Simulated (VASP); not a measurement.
# Sn (P6_3/mmc) in VASP: notebook, part 3 of 3

VASP 6.6.1. Earlier steps stand in the parts before.

### Step 4. Single point, PBE

This run uses another cell than the first one: it holds 1 atom, not 4.

INCAR reads:

```
SYSTEM = Sn
ALGO = Fast ; EDIFF = 1E-7
ENCUT = 520 ; GGA = PE
ISIF = 2 ; ISMEAR = 0
LASPH = .True. ; LCHARG = .False.
LREAL = .False. ; LWAVE = .False.
NBANDS = 13 ; NELM = 100
PREC = Accurate ; SIGMA = 0.1
```

KPOINTS reads:

```
k-points
0
Gamma
  20 20 18
  0 0 0
```

POSCAR reads:

```
Sn
1.0
    1.6340446758     -2.8331287717      0.0000000000
    1.6340446758      2.8331287717      0.0000000000
    0.0000000000      0.0000000000      3.0693640760
Sn
1
Direct
    0.0000000000      0.0000000000      0.0000000000
```

Potentials or basis: VASP PAW PBE potentials, release 64 (Sn_d).

Started as:

```sh
> cat potpaw_PBE.64/Sn_d/POTCAR > POTCAR
> mpirun -np 1 vasp_std > vasp.out
```

OUTCAR:

```text
SYSTEM = Sn
   EDIFF = 1E-7
   ENCUT = 520
   GGA = PE
   ISIF = 2
   ISMEAR = 0
   LASPH = .True.
   LREAL = .False.
   NELM = 100
   PREC = Accurate

 ion  position               nearest neighbor table
   1  0.000  0.000  0.000-

  LATTYP: Found a base centered orthorhombic cell.
 ALAT       =     3.2680893516
 B/A-ratio  =     1.7338135326
 C/A-ratio  =     0.9391922147

  Lattice vectors:

 A1 = (   1.6340446758,  -2.8331287717,   0.0000000000)
 A2 = (   1.6340446758,   2.8331287717,   0.0000000000)
 A3 = (   0.0000000000,   0.0000000000,   3.0693640760)

Analysis of symmetry for initial positions (statically):
=====================================================================
 Subroutine PRICEL returns:
 Original cell was already a primitive cell.

 Routine SETGRP: Setting up the symmetry group for a
 base centered orthorhombic supercell.

 Subroutine GETGRP returns: Found  8 space group operations
 (whereof  8 operations were pure point group operations)
 out of a pool of  8 trial point group operations.

The static configuration has the point symmetry D_2h.

Analysis of symmetry for dynamics (positions and initial velocities):
=====================================================================
 Subroutine PRICEL returns:
 Original cell was already a primitive cell.

 Routine SETGRP: Setting up the symmetry group for a
 base centered orthorhombic supercell.

 Subroutine GETGRP returns: Found  8 space group operations
 (whereof  8 operations were pure point group operations)
 out of a pool of  8 trial point group operations.

The dynamic configuration has the point symmetry D_2h.

 Subroutine INISYM returns: Found  8 space group operations
 (whereof  8 operations are pure point group operations),
 and found     1 'primitive' translations

----------------------------------------------------------------------------------------

                                     Primitive cell

  volume of cell :      28.4190

  direct lattice vectors                    reciprocal lattice vectors
     1.634044676 -2.833128772  0.000000000     0.305989186 -0.176483330  0.000000000
     1.634044676  2.833128772  0.000000000     0.305989186  0.176483330  0.000000000
     0.000000000  0.000000000  3.069364076     0.000000000  0.000000000  0.325800386

  length of vectors
     3.270584143  3.270584143  3.069364076     0.353236107  0.353236107  0.325800386

  position of ions in fractional coordinates (direct lattice)
     0.000000000  0.000000000  0.000000000

  ion indices of the primitive-cell ions
   primitive index   ion index
                 1           1

----------------------------------------------------------------------------------------

 KPOINTS: k-points

Automatic generation of k-mesh.
 Grid dimensions read from file:
 generate k-points for:   20   20   18

 Generating k-lattice:

  Cartesian coordinates                     Fractional coordinates (reciprocal lattice)
     0.015299459 -0.008824167  0.000000000     0.050000000  0.000000000  0.000000000
     0.015299459  0.008824167  0.000000000     0.000000000  0.050000000  0.000000000
     0.000000000  0.000000000  0.018100021     0.000000000  0.000000000  0.055555556

  Length of vectors
     0.017661805  0.017661805  0.018100021

  Shift w.r.t. Gamma in fractional coordinates (k-lattice)
     0.000000000  0.000000000  0.000000000

 Subroutine IBZKPT returns following result:
 ===========================================

 Found   1110 irreducible k-points:

 Following reciprocal coordinates:
            Coordinates               Weight
  0.000000  0.000000  0.000000      1.000000
  0.050000 -0.000000  0.000000      4.000000
  0.100000 -0.000000  0.000000      4.000000
  0.150000  0.000000  0.000000      4.000000
  0.200000 -0.000000  0.000000      4.000000
  0.250000 -0.000000  0.000000      4.000000
[... 16 lines left out ...]
 -0.400000  0.050000  0.000000      4.000000
 -0.350000  0.050000  0.000000      4.000000
 [... further k-points ...]
   k-points           NKPTS =   1110   k-points in BZ     NKDIM =   1110   number of bands    NBANDS=     13
   number of dos      NEDOS =    301   number of ions     NIONS =      1
   total plane-waves  NPLWV =  13824
   dimension x,y,z NGX =    24 NGY =   24 NGZ =   24
   dimension x,y,z NGXF=    48 NGYF=   48 NGZF=   48
   ions per type =               1
   NGX,Y,Z   is equivalent  to a cutoff of  12.20, 12.20, 13.00 a.u.
   NGXF,Y,Z  is equivalent  to a cutoff of  24.40, 24.40, 26.00 a.u.
 SYSTEM =  Sn
   PREC   = accura    normal or accurate (medium, high low for compatibility)
   ISTART =      0    job   : 0-new  1-cont  2-samecut
   ICHARG =      2    charge: 1-file 2-atom 10-const
   ISPIN  =      1    spin polarized calculation?
   LNONCOLLINEAR =      F non collinear calculations
   LSORBIT =      F    spin-orbit coupling
   LASPH  =      T    aspherical Exc in radial PAW
   ENCUT  =  520.0 eV  38.22 Ry    6.18 a.u.   6.08  6.08  5.71*2*pi/ulx,y,z
   NELM   =    100;   NELMIN=  2; NELMDL= -5     # of ELM steps
   EDIFF  = 0.1E-06   stopping-criterion for ELM
   LREAL  =      F    real-space projection
   EDIFFG = 0.1E-05   stopping-criterion for IOM
   NSW    =      0    number of steps for IOM
   IBRION =     -1    ionic relax: 0-MD 1-quasi-New 2-CG
   NFREE  =      0    steps in history (QN), initial steepest desc. (CG)
   ISIF   =      2    stress and relaxation
   ISYM   =      2    0-nonsym 1-usesym 2-fastsym
   POTIM  = 0.5000    time-step for ionic-motion
   TEBEG  =    0.0;   TEEND  =   0.0 temperature during run
   PSTRESS=    0.0 pullay stress
   NELECT =      14.0000    total number of electrons
   NUPDOWN=      -1.0000    fix difference up-down
   EMIN   =  10.00;   EMAX   =-10.00  energy-range for DOS
   EFERMI =   0.00;   METHOD = LEGACY
   ISMEAR =     0;   SIGMA  =   0.10  broadening in eV -4-tet -1-fermi 0-gaus
   EFERMI_NEDOS =   21; number of points for ismear=-14 and -15
   IALGO  =     68    algorithm
   IMIX   =      4    mixing-type and parameters
     AMIX     =   0.40;   BMIX     =  1.00
     AMIX_MAG =   1.60;   BMIX_MAG =  1.00
  volume/ion in A,a.u.               =      28.42       191.78
  Fermi-wavevector in a.u.,A,eV,Ry     =   1.292949  2.443319 22.745082  1.671716
  Thomas-Fermi vector in A             =   2.424625
   LORBIT       =      0    0 simple, 1 ext, 2 COOP (PROOUT), +10 PAW based schemes
   GGA     = PE    functional components
   LHFCALC =     F    Hartree Fock is set to
   AEXX    =    0.0000 exact exchange contribution
   IVDW    =     0    specifies the selected vdW correction
   LEPSILON=     F    determine dielectric tensor
   LRPA    =     F    only Hartree local field effects (RPA)
 non-spin polarized calculation
 RMM-DIIS sequential band-by-band and
 Gauss-broadening in eV      SIGMA  =   0.10
  energy-cutoff  :      520.00
  volume of cell :       28.42
 maximum number of plane-waves:       789
   NGX = 13   NGY = 13   NGZ = 11

 number of electron      14.0000005 magnetization

 Free energy of the ion-electron system (eV)
  ---------------------------------------------------
  ext. energy  EPLUGINS =         0.00000000
  ---------------------------------------------------
  free energy    TOTEN  =        -3.80575555 eV

  energy without entropy =       -3.80247585  energy(sigma->0) =       -3.80411570

 E-fermi :   7.4600     XC(G=0): -10.0946

 val. band max:        7.4582378618   @ k =   0.4500   0.2500   0.2778
 cond. band min:       7.4617829337   @ k =   0.3000   0.2500   0.2778
 fundamental gap:      0.0035450719
 Fermi energy:         7.4599663596

 k-point     1 :       0.0000    0.0000    0.0000
  band No.  band energies     occupation
      1     -14.1851      2.00000
      2     -14.0336      2.00000
      3     -14.0324      2.00000
      4     -13.8420      2.00000
      5     -13.8418      2.00000
      6      -3.3718      2.00000
      7      12.6863      0.00000
      8      14.2038      0.00000
      9      14.2191      0.00000
     10      16.0969      0.00000
     11      18.3414      0.00000
     12      19.1220      0.00000
     13      19.1458      0.00000
[... 353 lines left out ...]
 k-point    24 :      -0.3500    0.0500    0.0000
  band No.  band energies     occupation
      1     -14.1420      2.00000
      2     -14.0271      2.00000
      3     -13.8995      2.00000
      4     -13.8961      2.00000
      5     -13.8561      2.00000
      6      -1.3259      2.00000
      7       6.1331      2.00000
      8      10.8736      0.00000
      9      14.7176      0.00000
     10      15.2853      0.00000
     11      17.9057      0.00000
     12      23.3722      0.00000
     13      23.4352      0.00000

 [... further k-points ...]

------------------------ aborting loop because EDIFF is reached ----------------------------------------

  FORCE on cell =-STRESS in cart. coord.  units (eV):
  Direction    XX          YY          ZZ          XY          YZ          ZX
  --------------------------------------------------------------------------------------
  -------------------------------------------------------------------------------------
  Total       -0.0072610     -0.0074015     -0.0055342      0.0000000      0.0000000      0.0000000
  in kB       -0.4093515     -0.4172722     -0.3120009      0.0000000      0.0000000      0.0000000
  external PRESSURE =      -0.3795415 kB  Pullay stress =       0.0000000 kB

 VOLUME and BASIS-vectors are now :
 -----------------------------------------------------------------------------
  energy-cutoff  :      520.00
  volume of cell :       28.42
      direct lattice vectors                 reciprocal lattice vectors
     1.634044676 -2.833128772  0.000000000     0.305989186 -0.176483330  0.000000000
     1.634044676  2.833128772  0.000000000     0.305989186  0.176483330  0.000000000
     0.000000000  0.000000000  3.069364076     0.000000000  0.000000000  0.325800386

 POSITION                                       TOTAL-FORCE (eV/Angst)
 -----------------------------------------------------------------------------------
      0.00000      0.00000      0.00000        -0.000000      0.000000      0.000000
 -----------------------------------------------------------------------------------
    total drift:                                0.000000      0.000000     -0.000000

  FREE ENERGIE OF THE ION-ELECTRON SYSTEM (eV)
  ---------------------------------------------------
  free  energy   TOTEN  =        -3.8057555492 eV

  energy  without entropy=       -3.8024758500  energy(sigma->0) =       -3.80411570
```

OSZICAR:

```text
N       E                     dE             d eps       ncg     rms          rms(c)
DAV:   1     0.815118249638E+02    0.81512E+02   -0.72485E+03 29548   0.159E+03
DAV:   2     0.202732082252E+01   -0.79485E+02   -0.76966E+02 30875   0.339E+02
DAV:   3    -0.368810803831E+01   -0.57154E+01   -0.56946E+01 34242   0.742E+01
DAV:   4    -0.381000858490E+01   -0.12190E+00   -0.12187E+00 34168   0.116E+01
DAV:   5    -0.381425099050E+01   -0.42424E-02   -0.42423E-02 37833   0.211E+00    0.148E+00
RMM:   6    -0.380714621493E+01    0.71048E-02   -0.91268E-03 36614   0.130E+00    0.860E-01
RMM:   7    -0.380570746918E+01    0.14387E-02   -0.77907E-03 36236   0.114E+00    0.106E-01
RMM:   8    -0.380571195125E+01   -0.44821E-05   -0.93808E-04 39489   0.439E-01    0.347E-02
RMM:   9    -0.380575146654E+01   -0.39515E-04   -0.37623E-04 44685   0.188E-01    0.198E-02
RMM:  10    -0.380575374978E+01   -0.22832E-05   -0.46865E-05 39699   0.938E-02    0.232E-03
RMM:  11    -0.380575557369E+01   -0.18239E-05   -0.26084E-05 47863   0.486E-02    0.445E-03
RMM:  12    -0.380575552031E+01    0.53371E-07   -0.17884E-06 43464   0.132E-02    0.112E-03
RMM:  13    -0.380575563609E+01   -0.11577E-06   -0.26249E-07 27892   0.512E-03    0.136E-03
RMM:  14    -0.380575554916E+01    0.86926E-07   -0.61883E-08 20860   0.302E-03
   1 F= -.38057555E+01 E0= -.38041157E+01  d E =-.327970E-02
```

It took 4.8 min on 1 thread of AMD EPYC 7R13 (Zen 3), shared host; peak memory 0.42 GiB.

Results:

```yaml
Free_energy: -3.8058 eV
Pressure: 0.0 GPa
Band_gap_on_the_k_mesh: none (metal or under the smearing width)
```

### Step 5. Single point, PBE

This run uses another cell than the first one: it holds 1 atom, not 4.

INCAR reads:

```
SYSTEM = Sn
PREC = Accurate
ENCUT = 520
EDIFF = 1E-7
ISMEAR = 0
SIGMA = 0.1
LREAL = .FALSE.
LASPH = .TRUE.
NELM = 100
ALGO = Fast
ISIF = 2
LWAVE = .FALSE.
LCHARG = .TRUE.
GGA = PE
LELF = .TRUE.
LVHAR = .TRUE.
NBANDS = 13
```

KPOINTS reads:

```
Automatic mesh
0
G
  20 20 12
  0 0 0
```

POSCAR reads:

```
Sn
1.0
    1.6347218264     -2.8343250117      0.0000000000
    1.6347218264      2.8343250117      0.0000000000
    0.0000000000      0.0000000000      3.0699193340
Sn
1
Direct
    0.0000000000      0.0000000000      0.0000000000
```

Started as:

```sh
> cat potpaw_PBE.64/Sn_d/POTCAR > POTCAR
> mpirun -np 1 vasp_std > vasp.out
```

Run time: 1.9 min. Hardware: 1 thread of Intel Xeon Platinum 8375C at 2.90GHz (Ice Lake), shared host; peak memory 0.36 GiB.

Results (log left out):

| Quantity | Value |
| --- | --- |
| Free energy | -3.8079 eV |
| Pressure | -0.1 GPa |
| Band gap on the k mesh | none (metal or under the smearing width) |

Levels at points of the mesh, in eV from the Fermi level:
```csv
k point,band 5,band 6,band 7,band 8,band 9,band 10
"(0.00, 0.00, 0.00)",-21.29,-10.81,5.24,6.75,6.76,8.65
"(0.50, 0.00, 0.00)",-21.29,-6.91,-4.41,3.24,6.84,8.60
"(0.50, 0.50, 0.00)",-21.29,-6.92,-4.42,3.27,6.86,8.59
"(0.00, 0.00, 0.50)",-21.32,-7.82,-4.65,9.42,9.44,12.41
"(0.50, 0.00, 0.50)",-21.18,-3.61,-2.03,-1.53,3.11,5.69
"(0.50, 0.50, 0.50)",-21.18,-3.62,-2.03,-1.54,3.11,5.71
```

### Step 6. Single point, PBE

This run uses another cell than the first one, of 28.10 Å³/atom, 0.826 times its volume.

INCAR reads:

```
PREC     = Accurate       # precision mode
ENCUT    = 520            # plane-wave cutoff, eV
EDIFF    = 1E-6           # SCF threshold, eV
ISMEAR   = 0              # smearing method
SIGMA    = 0.1            # smearing width, eV
LREAL    = F              # projectors in reciprocal space
LASPH    = T              # aspherical terms in the spheres
NELM     = 100            # most SCF steps
ALGO     = Normal         # electronic algorithm
ISIF     = 2              # what is computed and relaxed
LWAVE    = F              # write WAVECAR
LCHARG   = F              # write CHGCAR
GGA      = PE             # functional
NBANDS   = 36             # bands
```

KPOINTS reads:

```
regular mesh
0
Gamma
  4 4 4
```

POSCAR reads:

```
Sn
1.0
    4.8261900054      0.0000000000      0.0000000000
    0.0000000000      4.8261900054      0.0000000000
    0.0000000000      0.0000000000      4.8261900054
Sn
4
Direct
    0.0031799489      0.0031799489      0.0031799489
    0.4968200511      0.9968200511      0.5031799489
    0.5031799489      0.4968200511      0.9968200511
    0.9968200511      0.5031799489      0.4968200511
```

Potentials or basis: VASP PAW PBE potentials, release 64 (Sn_d).

Started as:

```sh
> cat potpaw_PBE.64/Sn_d/POTCAR > POTCAR
> mpirun -np 1 vasp_std > vasp.out
```

Run time: 31 s. Hardware: 1 thread of AMD EPYC 7R13 (Zen 3), shared host; peak memory 0.18 GiB.

It converged, with:

```
Free energy            : -15.3569 eV
Pressure               : -0.1 GPa
Largest force          : 0.009 eV/Å
Band gap on the k mesh : none (metal or under the smearing width)
```

Forces in eV/Å, atoms in the order of the input:
```
Sn  -0.005 -0.005 -0.005
Sn   0.005  0.005 -0.005
Sn  -0.005  0.005  0.005
Sn   0.005 -0.005  0.005
```

Levels at points of the mesh, in eV from the Fermi level:
```tsv
k point	band 25	band 26	band 27	band 28	band 29	band 30	band 31	band 32
(0.00, 0.00, 0.00)	-3.65	-3.65	-3.65	1.86	1.86	1.86	1.87	1.87
(0.50, 0.00, 0.00)	-1.84	-1.84	-1.83	-1.83	-0.30	-0.30	2.88	2.88
(0.50, 0.50, 0.00)	-0.86	-0.86	-0.82	-0.82	-0.13	-0.13	-0.01	-0.01
(0.50, 0.50, 0.50)	-4.62	-4.62	-4.62	-4.62	5.44	5.44	5.44	5.44
```

### Step 7. Summary

| task | cell | k mesh | cutoff (eV) | gap on the mesh (eV) | pressure (GPa) |
| --- | --- | --- | --- | --- | --- |
| relaxation of cell and atoms | relaxed | 6 × 6 × 4 | 600 | none | 0.0 |
| single point | P6_3/mmc, 38.21 Å³/atom | 6 × 6 × 2 | 520 | none | 33.1 |
| single point | Cmmm, 28.42 Å³/atom | 20 × 20 × 18 | 520 | none | 0.0 |
| single point | Cmmm, 28.45 Å³/atom | 20 × 20 × 12 | 520 | none | -0.1 |
| single point | P2_13, 28.1 Å³/atom | 4 × 4 × 4 | 520 | none | -0.1 |

Alike in all rows: level PBE; potentials or basis VASP PAW PBE potentials, release 64 (Sn_d); no spin polarisation; smearing gaussian 0.1 eV.

Every run on the cell as given and a fine mesh finds a metal.

Caveats: a pressure of tens of GPa on the cell as given is suspect, and the run, the potentials or the cell itself is likely at fault (some runs).

Total energies depend on the potentials used, so only differences within one code and one set of settings carry meaning.
